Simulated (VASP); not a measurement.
# TaN (P6_3mc) in VASP: electric field gradients with PBE

Aim: the electric field gradients of TaN with PBE.

Everything below comes from runs of VASP 6.6.1. Logs are shortened: lines on timing, memory, paths and dates and some standing lists are left out, and cuts for length are marked.

## Step 1: Starting point

It takes space group P6_3mc (No. 186, hexagonal). Conventional cell: a = 3.050 Å, b = 3.050 Å, c = 4.940 Å, α = 90.00°, β = 90.00°, γ = 120.00°. Ta (site symmetry 3m) has 4 N at 1.85 to 1.90 Å as nearest neighbours. N (site symmetry 3m) is surrounded by 4 Ta at 1.85 to 1.90 Å.

## Step 2: Electric field gradients, PBE

INCAR reads:

```
SYSTEM = TaN
  PREC = Accurate
  ENCUT = 520
  EDIFF = 1E-8
  ISMEAR = -1
  SIGMA = 0.03
  LREAL = .False.
  LASPH = .True.
  NELM = 100
  ALGO = Fast
  ISIF = 2
  LWAVE = .False.
  LCHARG = .False.
  GGA = PE
  LEFG = .True.
  NBANDS = 24
```

KPOINTS reads:

```
regular mesh
0
Gamma
  9 9 5
  0 0 0
```

POSCAR reads:

```
TaN
1.0
    3.0500010905      0.0000000000      0.0000000000
   -1.5250005453      2.6413784260      0.0000000000
    0.0000000000      0.0000000000      4.9400000000
Ta N
2 2
Direct
    0.3333333333      0.6666666667      0.0000000000
    0.6666666667      0.3333333333      0.5000000000
    0.3333333333      0.6666666667      0.3850000000
    0.6666666667      0.3333333333      0.8850000000
```

Potentials or basis: VASP PAW PBE potentials, release 64 (Ta_pv, N).

Started as:

```
> cat potpaw_PBE.64/Ta_pv/POTCAR potpaw_PBE.64/N/POTCAR > POTCAR
> mpirun -np 1 vasp_std > vasp.out
```

OUTCAR:

```text
SYSTEM = TaN
   PREC = Accurate
   ENCUT = 520
   EDIFF = 1E-8
   ISMEAR = -1
   LREAL = .False.
   LASPH = .True.
   NELM = 100
   ISIF = 2
   GGA = PE

 ion  position               nearest neighbor table
   1  0.333  0.667  0.000-   4 1.85   4 1.85   4 1.85   3 1.90   2 3.03   2 3.03   2 3.03   2 3.03
                             2 3.03   2 3.03
   2  0.667  0.333  0.500-   3 1.85   3 1.85   3 1.85   4 1.90   1 3.03   1 3.03   1 3.03   1 3.03
                             1 3.03   1 3.03
   3  0.333  0.667  0.385-   2 1.85   2 1.85   2 1.85   1 1.90
   4  0.667  0.333  0.885-   1 1.85   1 1.85   1 1.85   2 1.90

  LATTYP: Found a hexagonal cell.
 ALAT       =     3.0500010905
 C/A-ratio  =     1.6196715520

  Lattice vectors:

 A1 = (   3.0500010905,   0.0000000000,   0.0000000000)
 A2 = (  -1.5250005453,   2.6413784260,   0.0000000000)
 A3 = (   0.0000000000,   0.0000000000,   4.9400000000)

Analysis of symmetry for initial positions (statically):
=====================================================================
 Subroutine PRICEL returns:
 Original cell was already a primitive cell.

 Routine SETGRP: Setting up the symmetry group for a
 hexagonal supercell.

 Subroutine GETGRP returns: Found 12 space group operations
 (whereof  6 operations were pure point group operations)
 out of a pool of 24 trial point group operations.

The static configuration has the point symmetry C_3v.
 The point group associated with its full space group is C_6v.

Analysis of symmetry for dynamics (positions and initial velocities):
=====================================================================
 Subroutine PRICEL returns:
 Original cell was already a primitive cell.

 Routine SETGRP: Setting up the symmetry group for a
 hexagonal supercell.

 Subroutine GETGRP returns: Found 12 space group operations
 (whereof  6 operations were pure point group operations)
 out of a pool of 24 trial point group operations.

The dynamic configuration has the point symmetry C_3v.
 The point group associated with its full space group is C_6v.

 Subroutine INISYM returns: Found 12 space group operations
 (whereof  6 operations are pure point group operations),
 and found     1 'primitive' translations
[... 144 lines left out ...]
  ---------------------------------------------------
  free energy    TOTEN  =       -37.66180933 eV

  energy without entropy =      -37.65561403  energy(sigma->0) =      -37.65871168

 E-fermi :   9.8123     XC(G=0): -13.5439

 val. band max:        9.7815525150   @ k =   0.2222   0.0000   0.0000
 cond. band min:       9.8243945623   @ k =   0.1111   0.1111   0.4000
 fundamental gap:      0.0428420473
 Fermi energy:         9.8123329376

 k-point     1 :       0.0000    0.0000    0.0000
  band No.  band energies     occupation
      1     -26.3283      2.00000
      2     -25.2260      2.00000
      3     -25.2260      2.00000
      4     -25.0350      2.00000
      5     -25.0350      2.00000
      6     -24.9732      2.00000
[... 637 lines left out ...]
     23      17.4099      0.00000
     24      17.4099      0.00000

 [... further k-points ...]

------------------------ aborting loop because EDIFF is reached ----------------------------------------

  FORCE on cell =-STRESS in cart. coord.  units (eV):
  Direction    XX          YY          ZZ          XY          YZ          ZX
  --------------------------------------------------------------------------------------
  -------------------------------------------------------------------------------------
  Total       36.9859988     36.9859988     30.6225108     -0.0000000      0.0000000      0.0000000
  in kB     1488.9851425   1488.9851425   1232.8033608     -0.0000000      0.0000000      0.0000000
  external PRESSURE =    1403.5912153 kB  Pullay stress =       0.0000000 kB

 VOLUME and BASIS-vectors are now :
 -----------------------------------------------------------------------------
  energy-cutoff  :      520.00
  volume of cell :       39.80
      direct lattice vectors                 reciprocal lattice vectors
     3.050001090  0.000000000  0.000000000     0.327868735  0.189295103  0.000000000
    -1.525000545  2.641378426  0.000000000     0.000000000  0.378590205  0.000000000
     0.000000000  0.000000000  4.940000000     0.000000000  0.000000000  0.202429150

 POSITION                                       TOTAL-FORCE (eV/Angst)
 -----------------------------------------------------------------------------------
     -0.00000      1.76092      0.00000         0.000000     -0.000000      2.334471
      1.52500      0.88046      2.47000        -0.000000      0.000000      2.334471
     -0.00000      1.76092      1.90190         0.000000      0.000000     -2.334471
      1.52500      0.88046      4.37190        -0.000000     -0.000000     -2.334471
 -----------------------------------------------------------------------------------
    total drift:                               -0.000000      0.000000      0.000575

  FREE ENERGIE OF THE ION-ELECTRON SYSTEM (eV)
  ---------------------------------------------------
  free  energy   TOTEN  =       -37.6618093256 eV

  energy  without entropy=      -37.6556140271  energy(sigma->0) =      -37.65871168

 Electric field gradients (V/A^2)
---------------------------------------------------------------------
 ion       V_xx      V_yy      V_zz      V_xy      V_xz      V_yz
---------------------------------------------------------------------
   1     -61.916   -61.917   123.833    -0.000    -0.000     0.000
   2     -61.916   -61.917   123.833    -0.000     0.000    -0.000
   3      -5.471    -5.470    10.941     0.001     0.000    -0.000
   4      -5.471    -5.470    10.941     0.001    -0.000     0.000
---------------------------------------------------------------------

 Electric field gradients after diagonalization (V/A^2)
 (convention: |V_zz| > |V_xx| > |V_yy|)
----------------------------------------------------------------------
 ion       V_xx      V_yy      V_zz     asymmetry (V_yy - V_xx)/ V_zz
----------------------------------------------------------------------
   1     -61.917   -61.916   123.833       0.000
   2     -61.917   -61.916   123.833       0.000
   3      -5.471    -5.470    10.941       0.000
   4      -5.471    -5.470    10.941       0.000
----------------------------------------------------------------------

           NMR quadrupolar parameters

 Cq : quadrupolar parameter    Cq=e*Q*V_zz/h
 eta: asymmetry parameters     (V_yy - V_xx)/ V_zz
 Q  : nuclear electric quadrupole moment in mb (millibarn)
----------------------------------------------------------------------
 ion       Cq(MHz)       eta       Q (mb)
----------------------------------------------------------------------
   1       0.299       0.000       1.000
   2       0.299       0.000       1.000
   3       0.026       0.000       1.000
   4       0.026       0.000       1.000
----------------------------------------------------------------------
```

OSZICAR:

```text
N       E                     dE             d eps       ncg     rms          rms(c)
DAV:   1     0.290383665960E+03    0.29038E+03   -0.17770E+04  1728   0.144E+03
[... 11 lines left out ...]
RMM:  13    -0.376618100706E+02    0.38721E-05   -0.51098E-05  2130   0.403E-02    0.139E-02
RMM:  14    -0.376618093362E+02    0.73438E-06   -0.75462E-06  2241   0.173E-02    0.306E-03
RMM:  15    -0.376618092739E+02    0.62235E-07   -0.14111E-06  2303   0.606E-03    0.942E-04
RMM:  16    -0.376618092973E+02   -0.23332E-07   -0.17022E-07  1993   0.187E-03    0.732E-04
RMM:  17    -0.376618093360E+02   -0.38763E-07   -0.32982E-08  1560   0.770E-04    0.627E-04
RMM:  18    -0.376618093221E+02    0.13924E-07   -0.25947E-08  1581   0.822E-04    0.670E-05
RMM:  19    -0.376618093256E+02   -0.34706E-08   -0.37545E-09  1158   0.359E-04
   1 F= -.37661809E+02 E0= -.37658712E+02  d E =-.619530E-02
```

stdout:

```text
POSCAR found type information on POSCAR TaN
 POSCAR found :  2 types and       4 ions
 scaLAPACK will be used
 LDA part: xc-table for (Slater+PW92), standard interpolation
 POSCAR, INCAR and KPOINTS ok, starting setup
 FFT: planning ... GRIDC
 FFT: planning ... GRID_SOFT
 FFT: planning ... GRID
 WAVECAR not read
 entering main loop
ion   1

ion   2

ion   3

ion   4
```

It took 32 s on 1 thread of Intel Xeon Platinum 8488C (Sapphire Rapids), shared host; peak memory 0.17 GiB.

Results:

| Property | Result |
| --- | --- |
| Free energy | -37.6618 eV |
| Pressure | 140.4 GPa |
| Largest force | 2.334 eV/Å |
| Band gap on the k mesh | none (metal or under the smearing width) |

Forces in eV/Å, atoms in the order of the input:
```
Ta   0.000  0.000  2.334
Ta   0.000  0.000  2.334
N    0.000  0.000 -2.334
N    0.000  0.000 -2.334
```

Stress tensor (GPa, compression positive):
```
148.90   0.00   0.00
  0.00 148.90   0.00
  0.00   0.00 123.28
```

Levels at points of the mesh, in eV from the Fermi level:
```
           k point  band 13  band 14  band 15  band 16  band 17  band 18  band 19  band 20
(0.00, 0.00, 0.00)    -7.91    -7.58    -0.85    -0.85    -0.37     2.13     2.65     2.65
```

Electric field gradients, principal values (V/Å²):
| atom | Vxx | Vyy | Vzz |
| --- | --- | --- | --- |
| 1 Ta | -61.916 | -61.917 | 123.833 |
| 2 Ta | -61.916 | -61.917 | 123.833 |
| 3 N | -5.470 | -5.471 | 10.941 |
| 4 N | -5.470 | -5.471 | 10.941 |

Caveat: a pressure of tens of GPa on the cell as given is suspect, and the run, the potentials or the cell itself is likely at fault; forces of over 1 eV/Å show positions far from the minimum, so gaps and moduli don't describe the material at rest.
